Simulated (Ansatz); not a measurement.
The system is GaN.

```
Ga N
1.0
     3.18000    0.00000    0.00000
    -1.59000    2.75396    0.00000
     0.00000    0.00000    5.16600
Ga N
2 2
Direct
  0.66667 0.33333 0.50000
  0.33333 0.66667 0.00000
  0.66667 0.33333 0.87500
  0.33333 0.66667 0.37500
```

Base run:

```yaml
Program: Ansatz 0.2.0
Functional: BPBE
Potentials_or_basis: Ansatz PAW
Cutoff: "420 eV (not typed: the program's choice for these potentials)"
k_mesh: 10 × 10 × 5
Occupations: fermi-dirac, width 0.05 eV
Spin: no spin polarisation
```

Its results: band gap on the k mesh 1.96 eV, direct; pressure 6.9 GPa; largest force 0.136 eV/Å.

Problem. The run is repeated on the same cell with these changes: functional from BPBE to PBEsol; spin from no spin polarisation to spin-orbit coupling, no magnetisation; potential files from those of the base run to others of the same set. What comes out?

Solution. Band gap on the k mesh 1.90 eV, direct; pressure 1.0 GPa; largest force 0.133 eV/Å.

Several settings changed at once, so the effect can't be laid on one alone.

Caveats: the PAW data sets come from PBE, with cores solved anew for the run's functional, which leaves a small shift of forces and pressure.
